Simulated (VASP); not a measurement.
Write the native input for VASP 6.6.1 that does the following.

* Task: band structure
* Functional: LDA
* Potentials or basis: VASP PAW LDA potentials, release 64 (Pb_d, Se)
* Cutoff: 520 eV
* k mesh: 7 × 7 × 5
* Occupations: gaussian, width 0.02 eV
* Spin: no spin polarisation
* Further INCAR settings: ALGO = Normal; EDIFF = 1e-06; NBANDS = 28

PbSe:

```xyz
4
Lattice="4.4072 0.0000 0.0000 0.0000 4.4072 0.0000 0.0000 0.0000 6.0112" Properties=species:S:1:pos:R:3 pbc="T T T"
Pb    0.0000    0.0000    0.0000
Pb    2.2036    2.2036    3.0056
Se    2.2036    2.2036    0.0000
Se    0.0000    0.0000    3.0056
```

The cell was built by a generator and isn't the measured one.

These files were run (other wordings do the same):

POSCAR

```
PbSe                                    
1.0
    4.4071807864      0.0000000000      0.0000000000
    0.0000000000      4.4071807864      0.0000000000
    0.0000000000      0.0000000000      6.0111998800
  Pb              Se            
     2     2
Direct
     0.0000000000000000    0.0000000000000000    0.0000000000000000
     0.5000000000000000    0.5000000000000000    0.5000000000000000
     0.5000000000000000    0.5000000000000000    0.0000000000000000
     0.0000000000000000    0.0000000000000000    0.5000000000000000
```

INCAR.step1

```
  PREC = Accurate
  ENCUT = 520
  EDIFF = 1E-6
  ISMEAR = 0
  SIGMA = 0.02
  LREAL = F
  LASPH = T
  NELM = 80
  ALGO = Normal
  ISIF = 2
  LWAVE = F
  LCHARG = T
  GGA = CA
  NBANDS = 28
```

KPOINTS.step1

```
regular mesh
0
Gamma
  7 7 5
```

INCAR.step2

```
  PREC = Accurate
  ENCUT = 520
  EDIFF = 1E-6
  ISMEAR = 0
  SIGMA = 0.05
  LREAL = F
  LASPH = T
  NELM = 80
  ALGO = Normal
  ISIF = 2
  LWAVE = F
  LCHARG = F
  GGA = CA
  NBANDS = 28
  ICHARG = 11
```

KPOINTS.step2

```
path GXMGZRAZ,XR,MA
10
line-mode
reciprocal
 0.0000000000  0.0000000000  0.0000000000  G
 0.0000000000  0.5000000000  0.0000000000  X

 0.0000000000  0.5000000000  0.0000000000  X
 0.5000000000  0.5000000000  0.0000000000  M

 0.5000000000  0.5000000000  0.0000000000  M
 0.0000000000  0.0000000000  0.0000000000  G

 0.0000000000  0.0000000000  0.0000000000  G
 0.0000000000  0.0000000000  0.5000000000  Z

 0.0000000000  0.0000000000  0.5000000000  Z
 0.0000000000  0.5000000000  0.5000000000  R

 0.0000000000  0.5000000000  0.5000000000  R
 0.5000000000  0.5000000000  0.5000000000  A

 0.5000000000  0.5000000000  0.5000000000  A
 0.0000000000  0.0000000000  0.5000000000  Z

 0.0000000000  0.5000000000  0.0000000000  X
 0.0000000000  0.5000000000  0.5000000000  R

 0.5000000000  0.5000000000  0.0000000000  M
 0.5000000000  0.5000000000  0.5000000000  A
```

Potentials or basis: VASP PAW LDA potentials, release 64 (Pb_d, Se).

Run with:

```bash
$ cat potpaw_LDA.64/Pb_d/POTCAR potpaw_LDA.64/Se/POTCAR > POTCAR
$ cp INCAR.step1 INCAR
$ cp KPOINTS.step1 KPOINTS
$ mpirun -np 1 vasp_std > vasp.out
$ cp INCAR.step2 INCAR
$ cp KPOINTS.step2 KPOINTS
$ mpirun -np 1 vasp_std > vasp.out
```

It gave:

- Band gap along the path: 0.18 eV

Caveat: the log is that of the step along the path at fixed density, whose energy, stress, charges and moments have no meaning; spin-orbit coupling is left out, which moves the levels of the heavy elements.

It took 94 s on 1 thread of Intel(R) Xeon(R) 6975P-C (Granite Rapids) (shared host), peak memory 0.36 GiB.
